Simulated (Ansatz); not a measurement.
**In: strain and displacement**

```
In
1.0
    -1.69471    1.69471    2.29737
     1.69471   -1.69471    2.29737
     1.69471    1.69471   -2.29737
In
1
Direct
  0.00000 0.00000 0.00000
```

The cell is the one relaxed in the Materials Project (mp-85), not relaxed further here; entries there can be hypothetical.

Spin–orbit coupling is left out, though it moves levels of the heavy atoms by tenths of an eV or more.

Method: Ansatz 0.2.0, DFT, PBE, all-electron LAPW, scalar-relativistic.

Settings: a Γ-centred 17×17×17 k mesh, Fermi–Dirac smearing of 0.03 eV, basis error target 0.5 meV/atom, no spin polarisation.

The unchanged cell is at 1.59 GPa.

In a metal, stresses and small energies carry noise from the k mesh.

x, y and z are the Cartesian axes of the cell as listed; fractional coordinates follow a strain, and an engineering shear is twice the off-diagonal strain component.

With z strained by +4 % at fixed volume: energy change under 1 meV/atom; stress change (xx, yy, zz, yz, xz, xy) 0.03, 0.03, 0.29, 0.00, 0.00, 0.00 GPa, compression positive.

With xy engineering shear strain of +2 %: energy change under 1 meV/atom; stress change (xx, yy, zz, yz, xz, xy) -0.01, -0.01, 0.05, 0.00, 0.00, -0.24 GPa, compression positive.
